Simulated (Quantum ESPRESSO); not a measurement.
Runs of Quantum ESPRESSO 7.5 on TiO2. It takes space group P4_2/mnm (No. 136, tetragonal). Conventional cell: a = 4.600 Å, b = 4.600 Å, c = 2.959 Å, α = 90.00°, β = 90.00°, γ = 90.00°. Ti (site symmetry mmm) has 6 O at 1.95 to 1.98 Å as nearest neighbours. O (site symmetry m2m) has 3 Ti at 1.95 to 1.98 Å as nearest neighbours. The cell is a database's computed one.

```tsv
task	level	potentials or basis	cell	k mesh	cutoff (eV)	smearing	ASE optimiser	dispersion computed by	gap on the mesh (eV)	pressure (GPa)	V0 of scaled cells (Å³/atom)	B0 (GPa)	largest force (eV/Å)
equation of state	PBEsol	GBRV 1.5 PBEsol	as given	6 × 6 × 9	612	fermi-dirac 0.05 eV	-	-	-	-	(c)	246	-
band structure	WC	PseudoDojo 0.4.1 SR PBE standard	as given	6 × 6 × 9	1143	fermi-dirac 0.05 eV	-	-	1.87	-2.7	-	-	0.06
relaxation of cell and atoms	BLYP+D4	PseudoDojo 0.4.1 SR PBE standard	relaxed	5 × 5 × 8	1143	fermi-dirac 0.05 eV	LBFGS	dftd4 4.3.1 through ASE	1.87	0.0	-	-	0.01
equation of state	PBEsol	PseudoDojo 0.4 SR PBEsol stringent	as given	5 × 5 × 8	1252	fermi-dirac 0.05 eV	-	-	-	-	(b)	246	-
equation of state	PBE	GBRV 1.5 PBE	as given	6 × 6 × 9	612	fermi-dirac 0.05 eV	-	-	-	-	10.64	228	-
band structure	PBEsol	GBRV 1.5 PBEsol	as given	6 × 6 × 9	612	fermi-dirac 0.05 eV	-	-	(a)	-2.5	-	-	0.06
band structure	PBE	SSSP 1.3 efficiency PBE	as given	6 × 6 × 9	748	fermi-dirac 0.05 eV	-	-	1.86	3.9	-	-	-
band structure	vdW-DF-C09	SSSP 1.3 efficiency PBE	as given	6 × 6 × 9	748	cold 0.05 eV	-	-	1.85	-2.7	-	-	0.02
```

Alike in all rows: no spin polarisation.

Fill in the values left out.

(a) 1.83; (b) 10.30; (c) 10.33.

Caveats: the cell was scaled at fixed shape and fractional positions, which overstates the stiffness of a crystal with free parameters, most of all of layers and chains (some runs); the potentials were made for another functional, which shifts forces and pressure (some runs); an odd mesh through Γ misses points on the zone boundary, where band edges often lie (some runs); this smearing can shift energies of a crystal with a gap (some runs).

Not every run made on this cell is shown here.
